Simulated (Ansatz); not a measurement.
A (111) slab of NbN (Fm-3m (No. 225)), 9 planes, outer planes N (top) and N (bottom), with 9 atoms (Nb4N5) in a surface cell of A = 8.309 Å², as cut from the bulk:

```yaml
crystal:
  lattice:
    - [3.09748, 0.00000, 0.00000]
    - [-1.54874, 2.68250, 0.00000]
    - [0.00000, 0.00000, 25.11632]
  atoms:
    - { symbol: N, position: [0.66667, 0.33333, 0.29861] }
    - { symbol: Nb, position: [0.00000, 0.00000, 0.34896] }
    - { symbol: N, position: [0.33333, 0.66667, 0.39931] }
    - { symbol: Nb, position: [0.66667, 0.33333, 0.44965] }
    - { symbol: N, position: [0.00000, 0.00000, 0.50000] }
    - { symbol: Nb, position: [0.33333, 0.66667, 0.55035] }
    - { symbol: N, position: [0.66667, 0.33333, 0.60069] }
    - { symbol: Nb, position: [0.00000, 0.00000, 0.65104] }
    - { symbol: N, position: [0.33333, 0.66667, 0.70139] }
```

Level of theory: DFT PBEsol, scalar-relativistic, plane waves, PAW (Ansatz). Cutoff 420 eV; k points 12×12×1 on the computed 9-atom cell (Γ-centred); Gaussian smearing, width 0.10 eV; no spin polarisation. The cell repeats along c with a dipole correction in the vacuum.

The relaxed slab holds 4 formula units of NbN and 1 further N. Against those formula units in the bulk and the further N in its standard state it lies 0.536 eV higher. The formation energy of NbN from the standard states is -2.325 eV a formula unit (uncorrected, no zero-point or thermal terms).

(1) Over what range can the chemical potential of N vary, and what is the surface energy at both ends?

(2) How does its energy depend on growth conditions?

Spin polarisation was left out, and a magnetic state may lie lower.

## Answers

(1) In contact with the bulk, μ(N) + μ(Nb) is fixed. With Δμ counted from the standard states, Δμ(N) ≤ 0 keeps elemental N from forming, and Δμ(Nb) ≤ 0 requires Δμ(N) ≥ ΔH = -2.325 eV. Other compounds of N and Nb can narrow this range. Then γ, the mean of both faces, = [0.536 eV − 1.00·Δμ(N)]/(2A). At the N-rich end (Δμ = 0): 0.536/(2 × 8.309) × 16.02 = 0.52 J/m². At the N-poor end: (0.536 + 2.325)/(2 × 8.309) × 16.02 = 2.76 J/m².

(2) It carries an excess of N, so its energy falls by 0.96 J/m² for each eV that μ(N) rises: N-rich conditions lower it; whether it appears depends on the other terminations.

Even at the N-rich limit the N-terminated slab costs energy to form, but only 0.52 J/m², which is little for a polar rocksalt face whose outer N atoms have lost half their Nb neighbours. The likely reason is the electronic flexibility of Nb. In NbN the metal keeps d electrons at the Fermi level, and these can fill the 2p states of the surplus N and screen the polar stacking, much as further oxidation of Nb allows N-rich bulk nitrides. A wide-gap ionic compound has no such reservoir and would usually need vacancies, adsorbates or reconstruction instead.

The rise to 2.76 J/m² at the N-poor end reflects the price of taking the extra N from a scarce source, not a weakening of the surface Nb–N bonds, since the slab is the same at both ends. In hot N₂ gas, entropy pulls the chemical potential of N well below its upper limit, so the lowest value is more relevant to strongly nitriding conditions, such as activated nitrogen, than to ordinary annealing.
